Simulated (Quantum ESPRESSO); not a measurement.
# MnS (Browneite): cost and accuracy of cutoff, mesh and threshold together

Aim: see how far moments and order energies of MnS (Browneite) move with cutoff, mesh and threshold together, and what each rung costs.

Calculated with Quantum ESPRESSO 7.5; PBE; plane waves with GBRV 1.5 PBE potentials, no spin-orbit coupling (settings of the first rung).

This is a report of a sequence of runs, with most program output left out.

## Step 1: The starting structure

It takes space group F-43m (No. 216, cubic). Conventional cell: a = 5.600 Å, b = 5.600 Å, c = 5.600 Å, α = 90.00°, β = 90.00°, γ = 90.00°. Mn has 4 S at 2.42 Å nearest. S has 4 Mn at 2.42 Å nearest. Farther neighbours and most contacts between anions are not listed.

The cell comes from the Crystallography Open Database.

## Step 2: Rung 1, start ferro +

File pw.in:

```
&CONTROL
  calculation = 'scf'
  prefix = 'pwscf'
  outdir = './tmp'
  pseudo_dir = './pseudo'
  disk_io = 'nowf'
/
&SYSTEM
  ibrav = 0
  nat = 2
  ntyp = 2
  ecutwfc = 22
  ecutrho = 154
  nbnd = 19
  occupations = 'smearing'
  smearing = 'fd'
  degauss = 0.00734986
  nspin = 2
  starting_magnetization(1) = 0.3
  starting_magnetization(2) = 0
/
&ELECTRONS
  conv_thr = 2d-06
  electron_maxstep = 150
  mixing_beta = 0.3
/
ATOMIC_SPECIES
Mn     54.9380 mn_pbe_v1.5.uspp.F.UPF
S      32.0600 s_pbe_v1.4.uspp.F.UPF
CELL_PARAMETERS angstrom
   0.0000000000    2.8000000000    2.8000000000
   2.8000000000    0.0000000000    2.8000000000
   2.8000000000    2.8000000000    0.0000000000
ATOMIC_POSITIONS crystal
Mn      0.0000000000    0.0000000000    0.0000000000
S       0.2500000000    0.2500000000    0.2500000000
K_POINTS automatic
4 4 4 0 0 0
```

Started as:

```sh
> OMP_NUM_THREADS=1 mpirun -n 2 pw.x -nk 2 -in pw.in > pw.out
```

It took 4.7 s on 2 MPI ranks of Intel Xeon Platinum 8488C (Sapphire Rapids), shared host; peak memory 0.15 GiB; 8.5 s of CPU time.

Spin moment in the atom's sphere by atom:

| atom | spin moment in the atom's sphere (μB) |
| --- | --- |
| Mn1 | 4.16 |
| S2 | 0.13 |

This step gave:

```yaml
magnetization: 4.865 μB
final_state: ferromagnetic
```

## Step 3: Rung 1, start antiferro q=(0,1/2,1/2) +-

The wavevector q is in fractions of the reciprocal vectors of the crystal's primitive cell, as the cells of these inputs are built from it; moments change sign between cells as cos(2π q·R).

File pw.in:

```
&CONTROL
  calculation = 'scf'
  prefix = 'pwscf'
  outdir = './tmp'
  pseudo_dir = './pseudo'
  disk_io = 'nowf'
/
&SYSTEM
  ibrav = 0
  nat = 4
  ntyp = 3
  ecutwfc = 22
  ecutrho = 154
  nbnd = 30
  occupations = 'smearing'
  smearing = 'fd'
  degauss = 0.00734986
  nspin = 2
  starting_magnetization(1) = 0.3
  starting_magnetization(2) = -0.3
  starting_magnetization(3) = 0
/
&ELECTRONS
  conv_thr = 4d-06
  electron_maxstep = 150
  mixing_beta = 0.3
/
ATOMIC_SPECIES
Mn1    54.9380 mn_pbe_v1.5.uspp.F.UPF
Mn2    54.9380 mn_pbe_v1.5.uspp.F.UPF
S      32.0600 s_pbe_v1.4.uspp.F.UPF
CELL_PARAMETERS angstrom
   0.0000000000    2.8000000000    2.8000000000
   5.6000000000    0.0000000000    5.6000000000
   5.6000000000    2.8000000000    2.8000000000
ATOMIC_POSITIONS crystal
Mn1     0.0000000000    0.0000000000    0.0000000000
Mn2     0.0000000000    0.5000000000    0.0000000000
S       0.2500000000    0.0000000000    0.2500000000
S       0.2500000000    0.5000000000    0.2500000000
K_POINTS automatic
4 2 4 0 0 0
```

Run time: 11 s. Hardware: 2 MPI ranks; peak memory 0.21 GiB.

Spin moment in the atom's sphere by atom:

| atom | spin moment in the atom's sphere (μB) |
| --- | --- |
| Mn1 | 4.01 |
| Mn2 | -4.01 |
| S3 | 0.00 |
| S4 | 0.00 |

This step gave:

* magnetization: 0 μB
* final state: antiferromagnetic

## Step 4: Rung 2, start ferro +

File pw.in:

```
&CONTROL
  calculation = 'scf'
  prefix = 'pwscf'
  outdir = './tmp'
  pseudo_dir = './pseudo'
  disk_io = 'nowf'
/
&SYSTEM
  ibrav = 0
  nat = 2
  ntyp = 2
  ecutwfc = 30
  ecutrho = 210
  nbnd = 19
  occupations = 'smearing'
  smearing = 'fd'
  degauss = 0.00734986
  nspin = 2
  starting_magnetization(1) = 0.3
  starting_magnetization(2) = 0
/
&ELECTRONS
  conv_thr = 2d-07
  electron_maxstep = 150
  mixing_beta = 0.3
/
ATOMIC_SPECIES
Mn     54.9380 mn_pbe_v1.5.uspp.F.UPF
S      32.0600 s_pbe_v1.4.uspp.F.UPF
CELL_PARAMETERS angstrom
   0.0000000000    2.8000000000    2.8000000000
   2.8000000000    0.0000000000    2.8000000000
   2.8000000000    2.8000000000    0.0000000000
ATOMIC_POSITIONS crystal
Mn      0.0000000000    0.0000000000    0.0000000000
S       0.2500000000    0.2500000000    0.2500000000
K_POINTS automatic
4 4 4 0 0 0
```

Elapsed: 7.1 s, on 2 MPI ranks; peak memory 0.18 GiB.

Numbers from this step:

```yaml
magnetization: 4.865 μB
final_state: ferromagnetic
largest_moment: 4.135 μB
```

## Step 5: Rung 2, start antiferro q=(0,1/2,1/2) +-

File pw.in:

```
&CONTROL
  calculation = 'scf'
  prefix = 'pwscf'
  outdir = './tmp'
  pseudo_dir = './pseudo'
  disk_io = 'nowf'
/
&SYSTEM
  ibrav = 0
  nat = 4
  ntyp = 3
  ecutwfc = 30
  ecutrho = 210
  nbnd = 30
  occupations = 'smearing'
  smearing = 'fd'
  degauss = 0.00734986
  nspin = 2
  starting_magnetization(1) = 0.3
  starting_magnetization(2) = -0.3
  starting_magnetization(3) = 0
/
&ELECTRONS
  conv_thr = 4d-07
  electron_maxstep = 150
  mixing_beta = 0.3
/
ATOMIC_SPECIES
Mn1    54.9380 mn_pbe_v1.5.uspp.F.UPF
Mn2    54.9380 mn_pbe_v1.5.uspp.F.UPF
S      32.0600 s_pbe_v1.4.uspp.F.UPF
CELL_PARAMETERS angstrom
   0.0000000000    2.8000000000    2.8000000000
   5.6000000000    0.0000000000    5.6000000000
   5.6000000000    2.8000000000    2.8000000000
ATOMIC_POSITIONS crystal
Mn1     0.0000000000    0.0000000000    0.0000000000
Mn2     0.0000000000    0.5000000000    0.0000000000
S       0.2500000000    0.0000000000    0.2500000000
S       0.2500000000    0.5000000000    0.2500000000
K_POINTS automatic
4 2 4 0 0 0
```

Run time: 31 s. Hardware: 2 MPI ranks; peak memory 0.27 GiB; 62 s of CPU time.

Read from the output:

- magnetization: 0 μB
- final state: antiferromagnetic
- largest moment: 3.983 μB

## Step 6: Rung 3, start ferro +

File pw.in:

```
&CONTROL
  calculation = 'scf'
  prefix = 'pwscf'
  outdir = './tmp'
  pseudo_dir = './pseudo'
  disk_io = 'nowf'
/
&SYSTEM
  ibrav = 0
  nat = 2
  ntyp = 2
  ecutwfc = 40
  ecutrho = 280
  nbnd = 19
  occupations = 'smearing'
  smearing = 'fd'
  degauss = 0.00734986
  nspin = 2
  starting_magnetization(1) = 0.3
  starting_magnetization(2) = 0
/
&ELECTRONS
  conv_thr = 4d-09
  electron_maxstep = 150
  mixing_beta = 0.3
/
ATOMIC_SPECIES
Mn     54.9380 mn_pbe_v1.5.uspp.F.UPF
S      32.0600 s_pbe_v1.4.uspp.F.UPF
CELL_PARAMETERS angstrom
   0.0000000000    2.8000000000    2.8000000000
   2.8000000000    0.0000000000    2.8000000000
   2.8000000000    2.8000000000    0.0000000000
ATOMIC_POSITIONS crystal
Mn      0.0000000000    0.0000000000    0.0000000000
S       0.2500000000    0.2500000000    0.2500000000
K_POINTS automatic
6 6 6 0 0 0
```

Wall time 11 s (2 MPI ranks); peak memory 0.22 GiB; 21 s of CPU time.

Read from the output:

```yaml
magnetization: 4.867 μB
final_state: ferromagnetic
largest_moment: 4.136 μB
```

## Step 7: Rung 3, start antiferro q=(0,1/2,1/2) +-

File pw.in:

```
&CONTROL
  calculation = 'scf'
  prefix = 'pwscf'
  outdir = './tmp'
  pseudo_dir = './pseudo'
  disk_io = 'nowf'
/
&SYSTEM
  ibrav = 0
  nat = 4
  ntyp = 3
  ecutwfc = 40
  ecutrho = 280
  nbnd = 30
  occupations = 'smearing'
  smearing = 'fd'
  degauss = 0.00734986
  nspin = 2
  starting_magnetization(1) = 0.3
  starting_magnetization(2) = -0.3
  starting_magnetization(3) = 0
/
&ELECTRONS
  conv_thr = 8d-09
  electron_maxstep = 150
  mixing_beta = 0.3
/
ATOMIC_SPECIES
Mn1    54.9380 mn_pbe_v1.5.uspp.F.UPF
Mn2    54.9380 mn_pbe_v1.5.uspp.F.UPF
S      32.0600 s_pbe_v1.4.uspp.F.UPF
CELL_PARAMETERS angstrom
   0.0000000000    2.8000000000    2.8000000000
   5.6000000000    0.0000000000    5.6000000000
   5.6000000000    2.8000000000    2.8000000000
ATOMIC_POSITIONS crystal
Mn1     0.0000000000    0.0000000000    0.0000000000
Mn2     0.0000000000    0.5000000000    0.0000000000
S       0.2500000000    0.0000000000    0.2500000000
S       0.2500000000    0.5000000000    0.2500000000
K_POINTS automatic
6 3 6 0 0 0
```

Elapsed: 95 s, on 2 MPI ranks; peak memory 0.38 GiB.

Numbers from this step:

```yaml
magnetization: 0 μB
final_state: antiferromagnetic
largest_moment: 3.986 μB
```

## Step 8: Rung 4, start ferro +

File pw.in:

```
&CONTROL
  calculation = 'scf'
  prefix = 'pwscf'
  outdir = './tmp'
  pseudo_dir = './pseudo'
  disk_io = 'nowf'
/
&SYSTEM
  ibrav = 0
  nat = 2
  ntyp = 2
  ecutwfc = 52
  ecutrho = 364
  nbnd = 19
  occupations = 'smearing'
  smearing = 'fd'
  degauss = 0.00734986
  nspin = 2
  starting_magnetization(1) = 0.3
  starting_magnetization(2) = 0
/
&ELECTRONS
  conv_thr = 2d-10
  electron_maxstep = 150
  mixing_beta = 0.3
/
ATOMIC_SPECIES
Mn     54.9380 mn_pbe_v1.5.uspp.F.UPF
S      32.0600 s_pbe_v1.4.uspp.F.UPF
CELL_PARAMETERS angstrom
   0.0000000000    2.8000000000    2.8000000000
   2.8000000000    0.0000000000    2.8000000000
   2.8000000000    2.8000000000    0.0000000000
ATOMIC_POSITIONS crystal
Mn      0.0000000000    0.0000000000    0.0000000000
S       0.2500000000    0.2500000000    0.2500000000
K_POINTS automatic
8 8 8 0 0 0
```

Run time: 35 s. Hardware: 2 MPI ranks; peak memory 0.28 GiB.

This step gave:

| Property | Result |
| --- | --- |
| magnetization | 4.882 μB |
| final state | ferromagnetic |
| largest moment | 4.143 μB |

## Step 9: Rung 4, start antiferro q=(0,1/2,1/2) +-

File pw.in:

```
&CONTROL
  calculation = 'scf'
  prefix = 'pwscf'
  outdir = './tmp'
  pseudo_dir = './pseudo'
  disk_io = 'nowf'
/
&SYSTEM
  ibrav = 0
  nat = 4
  ntyp = 3
  ecutwfc = 52
  ecutrho = 364
  nbnd = 30
  occupations = 'smearing'
  smearing = 'fd'
  degauss = 0.00734986
  nspin = 2
  starting_magnetization(1) = 0.3
  starting_magnetization(2) = -0.3
  starting_magnetization(3) = 0
/
&ELECTRONS
  conv_thr = 4d-10
  electron_maxstep = 150
  mixing_beta = 0.3
/
ATOMIC_SPECIES
Mn1    54.9380 mn_pbe_v1.5.uspp.F.UPF
Mn2    54.9380 mn_pbe_v1.5.uspp.F.UPF
S      32.0600 s_pbe_v1.4.uspp.F.UPF
CELL_PARAMETERS angstrom
   0.0000000000    2.8000000000    2.8000000000
   5.6000000000    0.0000000000    5.6000000000
   5.6000000000    2.8000000000    2.8000000000
ATOMIC_POSITIONS crystal
Mn1     0.0000000000    0.0000000000    0.0000000000
Mn2     0.0000000000    0.5000000000    0.0000000000
S       0.2500000000    0.0000000000    0.2500000000
S       0.2500000000    0.5000000000    0.2500000000
K_POINTS automatic
8 4 8 0 0 0
```

Run time: 4.4 min. Hardware: 2 MPI ranks; peak memory 0.58 GiB; 8.8 min of CPU time.

Read from the output:

```yaml
magnetization: 0 μB
final_state: antiferromagnetic
largest_moment: 3.986 μB
```

## Step 10: What a mistake does

One input was spoiled on purpose, to see how the program answers.

File pw.in:

```
&CONTROL
  calculation = 'scf'
  prefix = 'pwscf'
  outdir = './tmp'
  pseudo_dir = './pseudo'
  disk_io = 'nowf'
/
&SYSTEM
  ibrav = 0
  nat = 2
  ntyp = 2
  ecutwfc = 40
  ecutrho = 280
  nbnd = 19
  occupations = 'smearing'
  smearing = 'fd'
  degauss = 0.00734986
  nspin = 2
  starting_magnetization(1) = 0.3
  starting_magnetization(2) = 0
&ELECTRONS
  conv_thr = 4d-09
  electron_maxstep = 60
  mixing_beta = 0.3
/
ATOMIC_SPECIES
Mn     54.9380 mn_pbe_v1.5.uspp.F.UPF
S      32.0600 s_pbe_v1.4.uspp.F.UPF
CELL_PARAMETERS angstrom
   0.0000000000    2.8000000000    2.8000000000
   2.8000000000    0.0000000000    2.8000000000
   2.8000000000    2.8000000000    0.0000000000
ATOMIC_POSITIONS crystal
Mn      0.0000000000    0.0000000000    0.0000000000
S       0.2500000000    0.2500000000    0.2500000000
K_POINTS automatic
8 8 8 0 0 0
```

It took 0.79 s on 2 MPI ranks; peak memory 0.05 GiB.

The input was rejected at the start.

The program's message: “read_namelists (1): bad line in namelist &system: "&ELECTRONS" (error could be in the previous line)”

The fault put into the input: a namelist without its slash.

## Step 11: Side by side

Ladder, by row:

| rung | cutoff (eV) | mesh | state from the first start | state from the second start | second less first (meV a seeded atom) | moment, first (μB) | moment, second (μB) | CPU time (s) |
| --- | --- | --- | --- | --- | --- | --- | --- | --- |
| 1 | 299 | 4x4x4 | ferromagnetic | antiferromagnetic | -265.9 | 4.156 | 4.014 | 30.84 |
| 2 | 408 | 4x4x4 | ferromagnetic | antiferromagnetic | -284 | 4.135 | 3.983 | 75.46 |
| 3 | 544 | 6x6x6 | ferromagnetic | antiferromagnetic | -279.3 | 4.136 | 3.986 | 211 |
| 4 | 707 | 8x8x8 | ferromagnetic | antiferromagnetic | -279.9 | 4.143 | 3.986 | 596.6 |

## Step 12: Outcome

```
range of the largest moment, first start             : 4.14 to 4.16 μB; second start 3.98 to 4.01 μB
range of CPU time                                    : 31 s to 9.9 min
range of the energy difference                       : -284 to -266 meV a seeded atom
first rung that agrees with the last (margins below) : 1
```

From rung 1 on the states are those of the last rung, the moments stay within 0.05 μB of it and the difference within 14 meV; rung 1 took 5.2 % of its CPU time. Energies are free energies at an electronic temperature of 1160 K, which lowers moments and differences where the moments are itinerant. No Hubbard term acts here. In such compounds local and semilocal functionals without one often delocalise the d electrons, and can shrink or lose moments and miss the size, sign and order of the couplings.

[Logs and program files are shortened in this print: banners, set-up blocks, solver, clock and traceback lines can be left out without a mark of their own.]

[Logs are printed without paths, hosts, clocks, repeated set-up lines and the standing remarks that a program may print on its own settings, such as how far it seeks lower states.]

[Hosts, paths, dates, database ids (printed as entryN), source tags and the programs' standing remarks are cut or masked in the printed files.]

[Where a cell is said to come from a database of computed structures, the database is the Materials Project.]
